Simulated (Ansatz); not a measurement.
The calculation used DFT PBE, scalar-relativistic, plane waves, PAW in Ansatz. All cells share a 420 eV cutoff and Γ-centred k meshes spaced at most about 0.3 Å⁻¹ (about 0.25 or finer for metals, 2π included). No spin polarisation.

Temperature and zero-point effects are left out.

Question: Order these relaxed structures of Bi₂Te₃ by energy, lowest first, with the energy over the lowest of them.
A.

```
CELL_PARAMETERS angstrom
2.23441 1.29004 9.85666
-2.23441 1.29004 9.85666
0.00000 -2.58007 9.85666
ATOMIC_POSITIONS crystal
Bi 0.70467 0.70467 0.70467
Bi 0.29533 0.29533 0.29533
Te 0.50000 0.50000 0.50000
Te 0.09859 0.09859 0.09859
Te 0.90141 0.90141 0.90141
```

B.

```
CELL_PARAMETERS angstrom
2.22331 1.28363 10.71866
-2.22331 1.28363 10.71866
0.00000 -2.56725 10.71866
ATOMIC_POSITIONS crystal
Bi 0.60277 0.60277 0.60277
Bi 0.39723 0.39723 0.39723
Te 0.78402 0.78402 0.78402
Te 0.00000 0.00000 0.00000
Te 0.21598 0.21598 0.21598
```

C.

```
CELL_PARAMETERS angstrom
5.85722 0.00000 0.00000
0.00000 5.85722 0.00000
0.00000 0.00000 5.85722
ATOMIC_POSITIONS crystal
Bi 0.00000 0.00000 0.00000
Bi 0.50000 0.50000 0.50000
Te 0.00000 0.50000 0.50000
Te 0.50000 0.00000 0.50000
Te 0.50000 0.50000 0.00000
```

Answer: B (0 meV/atom), A (253 meV/atom), C (830 meV/atom). Forms: B tetradymite type, R-3m; A R-3m; C Pm-3m. Counting Te atoms around Bi (those within 1.25 times the shortest such distance or 1.15 times the sum of covalent radii; the shortest distance is added where it is long for a bond; a slash parts the counts of unlike sites): B has Bi 6; A has Bi 3; C has Bi 6/12 from 4.1 Å. Origin: A, reached from a cell as deposited in COD; B, reached from a Materials Project cell; C, invented.

Weakly bound directions are ill-defined at this level, which has no dispersion term (R-3m at 36.7 Å³/atom), and this can change margins and order among such cells. Spin–orbit coupling, which can matter for Bi and Te, is left out. Cells relaxed within their symmetry can be saddle points. Some candidate types were left out of the draw beforehand, so a known form may be missing.
